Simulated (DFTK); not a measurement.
# RbBr (Fm-3m) in DFTK: reference runs

How does RbBr come out in PBE? The cell is run as given and disturbed.

Program: DFTK 0.8.2. These are calculated values, not measurements. Logs are shortened: lines on timing, memory, paths and dates and some standing lists are left out, and cuts for length are marked.

### 1 Starting point

The structure is cubic, space group Fm-3m (No. 225). The conventional cell has a = 6.854 Å, b = 6.854 Å, c = 6.854 Å, α = 90.00°, β = 90.00°, γ = 90.00°. Around Rb (site symmetry m-3m) lie 6 Br at 3.43 Å. Br (site symmetry m-3m) has 6 Rb at 3.43 Å as nearest neighbours.

### 2 Single point, PBE

File run.jl:

```julia
using DFTK
using PseudoPotentialData
using Unitful, UnitfulAtomic
using LinearAlgebra, Printf
include("save.jl")
disable_threading()

# lattice vectors are the columns
lattice = austrip(1u"Å") * [           0.0          3.427          3.427;
                    3.427            0.0          3.427;
                    3.427          3.427            0.0]
symbols   = [:Rb, :Br]
positions = [[0.0, 0.0, 0.0],
             [0.5, 0.5, 0.5]]
pseudopotentials = PseudoFamily("dojo.nc.sr.pbe.v0_4_1.standard.upf")
elements = Dict(s => ElementPsp(s, pseudopotentials) for s in unique(symbols))
atoms    = [elements[s] for s in symbols]

build_model(lattice, positions; symmetries=true) =
    model_DFT(lattice, atoms, positions;
              functionals=PBE(),
              temperature=austrip(0.05u"eV"),
              smearing=Smearing.FermiDirac(),
              symmetries)
Ecut  = 29.0  # hartree
kgrid = [7, 7, 7]
tol   = 1e-6
to_GPa = ustrip(uconvert(u"GPa", 1u"hartree/bohr^3"))

model = build_model(lattice, positions)
basis = PlaneWaveBasis(model; Ecut, kgrid)
display(basis)
scfres = self_consistent_field(basis;
                               tol,
                               nbandsalg=AdaptiveBands(model; n_bands_converge=13))
display(scfres.energies)
@printf "Fermi level: %.6f eV\n" ustrip(auconvert(u"eV", something(scfres.εF, NaN)))
forces = compute_forces_cart(scfres)
println("Forces (eV/Å)")
for (s, f) in zip(symbols, forces)
    @printf "%-3s %12.6f %12.6f %12.6f\n" s ustrip.(auconvert.(u"eV/Å", f))...
end
stress = compute_stresses_cart(scfres)
println("Stress (GPa)")
display(round.(stress * to_GPa; digits=4))
println("Levels at the first k-point (eV): ", round.(ustrip.(auconvert.(u"eV", scfres.eigenvalues[1][1:scfres.n_bands_converge])); digits=4))
save_scf!(scfres; forces, stress)
```

Potentials or basis: dojo.nc.sr.pbe.v0_4_1.standard.upf (PBE).

Started as:

```
> julia --threads=1 run.jl  # save.jl only writes the numbers to a file and isn't shown; printed stress counts tension as positive; times include loading and compiling
```

The program printed:

```text
PlaneWaveBasis discretization:

    Ecut                 : 29.0 Ha
    fft_size             : (48, 48, 48), 110592 total points
    kgrid                : MonkhorstPack([7, 7, 7])
    num.   red. kpoints  : 343
    num. irred. kpoints  : 20

    Discretized Model(gga_x_pbe+gga_c_pbe, 3D):
        lattice (in Bohr)    : [0         , 6.47609   , 6.47609   ]
                               [6.47609   , 0         , 6.47609   ]
                               [6.47609   , 6.47609   , 0         ]
        unit cell volume     : 543.21 Bohr³

        atoms                : BrRb
        pseudopot. family    : PseudoFamily("dojo.nc.sr.pbe.v0_4_1.standard.upf")

        num. electrons       : 16
        spin polarization    : none
        temperature          : 0.0018375 Ha
        smearing             : DFTK.Smearing.FermiDirac()

        terms                : Kinetic()
                               AtomicLocal()
                               AtomicNonlocal()
                               Ewald(nothing)
                               PspCorrection()
                               Hartree()
                               Xc(gga_x_pbe, gga_c_pbe)
                               Entropy()
n     Energy            log10(ΔE)   log10(Δρ)   Diag   Δtime
---   ---------------   ---------   ---------   ----   ------
  1   -42.92722729287                   -1.19    4.6    7.98s
  2   -42.93840366462       -1.95       -1.77    2.1    5.07s
  3   -42.93870623613       -3.52       -2.10    3.5    5.61s
  4   -42.93873062614       -4.61       -2.80    2.3    4.08s
  5   -42.93873263937       -5.70       -3.50    3.2    5.55s
  6   -42.93873275730       -6.93       -4.09    3.1    6.63s
  7   -42.93873276100       -8.43       -4.35    2.4    6.26s
  8   -42.93873276232       -8.88       -5.25    2.1    4.76s
  9   -42.93873276238      -10.24       -5.52    3.9    5.35s
 10   -42.93873276238      -11.31       -5.94    2.0    4.47s
 11   -42.93873276238      -12.02       -7.05    2.7    4.72s
Energy breakdown (in Ha):
    Kinetic             11.6843936
    AtomicLocal         -23.8296261
    AtomicNonlocal      1.0685304
    Ewald               -28.3094526
    PspCorrection       1.3579479
    Hartree             7.3822387
    Xc                  -12.2927647
    Entropy             0.0000000

    total               -42.938732762382
Fermi level: 1.139783 eV
Forces (eV/Å)
Rb     -0.000000    -0.000000    -0.000000
Br     -0.000000    -0.000000    -0.000000
Stress (GPa)
3×3 StaticArraysCore.SMatrix{3, 3, Float64, 9} with indices SOneTo(3)×SOneTo(3):
 -0.994   0.0    -0.0
 -0.0    -0.994   0.0
  0.0    -0.0    -0.994
Levels at the first k-point (eV): [-25.4647, -13.2253, -9.5362, -9.5362, -9.5362, -1.0423, -1.0423, -1.0423, 3.3218, 6.2434, 6.2434, 6.2434, 7.1325]
```

Wall time 2.8 min (1 thread of Intel Xeon Platinum 8259CL at 2.50GHz (Skylake/Cascade Lake), shared host); peak memory 1.6 GiB.

What came out:

```yaml
Free_energy: -1168.4224 eV
Pressure: 1.0 GPa
Band_gap_on_the_k_mesh: 4.36 eV, direct
```

Caveat: an odd mesh through Γ misses points on the zone boundary, where band edges often lie. As with any semilocal functional, this PBE gap is likely too small.

### 3 Single point, PBE (atoms moved at random, drawn with an rms of 0.05 Å)

run.jl: that of step 2 with these lines changed.

```diff
@@ -12,4 +12,4 @@
 symbols   = [:Rb, :Br]
-positions = [[0.0, 0.0, 0.0],
-             [0.5, 0.5, 0.5]]
+positions = [[-0.003205, 0.000367, 0.002134],
+             [0.501543, 0.503079, 0.490518]]
 pseudopotentials = PseudoFamily("dojo.nc.sr.pbe.v0_4_1.standard.upf")
```

Potentials or basis: dojo.nc.sr.pbe.v0_4_1.standard.upf (PBE).

Started as:

```
> julia --threads=1 run.jl  # save.jl only writes the numbers to a file and isn't shown; printed stress counts tension as positive; times include loading and compiling
```

The program printed:

```text
PlaneWaveBasis discretization:

    Ecut                 : 29.0 Ha
    fft_size             : (48, 48, 48), 110592 total points
    kgrid                : MonkhorstPack([7, 7, 7])
    num.   red. kpoints  : 343
    num. irred. kpoints  : 343

    Discretized Model(gga_x_pbe+gga_c_pbe, 3D):
        lattice (in Bohr)    : [0         , 6.47609   , 6.47609   ]
                               [6.47609   , 0         , 6.47609   ]
                               [6.47609   , 6.47609   , 0         ]
        unit cell volume     : 543.21 Bohr³

        atoms                : BrRb
        pseudopot. family    : PseudoFamily("dojo.nc.sr.pbe.v0_4_1.standard.upf")

        num. electrons       : 16
        spin polarization    : none
        temperature          : 0.0018375 Ha
        smearing             : DFTK.Smearing.FermiDirac()

        terms                : Kinetic()
                               AtomicLocal()
                               AtomicNonlocal()
                               Ewald(nothing)
                               PspCorrection()
                               Hartree()
                               Xc(gga_x_pbe, gga_c_pbe)
                               Entropy()
n     Energy            log10(ΔE)   log10(Δρ)   Diag   Δtime
---   ---------------   ---------   ---------   ----   ------
  1   -42.92704447907                   -1.19    4.1    94.5s
  2   -42.93831452337       -1.95       -1.77    2.1    61.9s
  3   -42.93865562341       -3.47       -2.10    3.7    82.6s
  4   -42.93868151181       -4.59       -2.78    2.3    64.4s
  5   -42.93868369560       -5.66       -3.45    3.5    82.6s
  6   -42.93868383646       -6.85       -4.02    3.1    88.6s
  7   -42.93868384104       -8.34       -4.26    2.4    74.8s
  8   -42.93868384321       -8.67       -5.16    2.1    60.1s
  9   -42.93868384330      -10.00       -5.71    3.9    86.7s
 10   -42.93868384331      -11.56       -6.23    2.3    62.0s
Energy breakdown (in Ha):
    Kinetic             11.6846685
    AtomicLocal         -23.8335312
    AtomicNonlocal      1.0685587
    Ewald               -28.3075981
    PspCorrection       1.3579479
    Hartree             7.3841333
    Xc                  -12.2928629
    Entropy             0.0000000

    total               -42.938683843308
Fermi level: 1.139375 eV
Forces (eV/Å)
Rb     -0.038017    -0.029276     0.031814
Br      0.038009     0.029271    -0.031807
Stress (GPa)
3×3 StaticArraysCore.SMatrix{3, 3, Float64, 9} with indices SOneTo(3)×SOneTo(3):
 -1.0086   0.0034  -0.0036
  0.0034  -1.0015  -0.0028
 -0.0036  -0.0028  -1.0034
Levels at the first k-point (eV): [-25.4643, -13.2257, -9.536, -9.5359, -9.5356, -1.0431, -1.0431, -1.043, 3.3218, 6.2437, 6.2441, 6.2476, 7.1346]
```

It took 31 min on 1 thread of Intel Xeon Platinum 8259CL at 2.50GHz (Skylake/Cascade Lake), shared host; peak memory 5.7 GiB.

What came out:

* Free energy: -1168.4211 eV
* Pressure: 1.0 GPa
* Largest force: 0.058 eV/Å
* Band gap on the k mesh: 4.36 eV, direct

Forces on the atoms (eV/Å):
```
Rb  -0.038 -0.029  0.032
Br   0.038  0.029 -0.032
```

Caveat: an odd mesh through Γ misses points on the zone boundary, where band edges often lie.
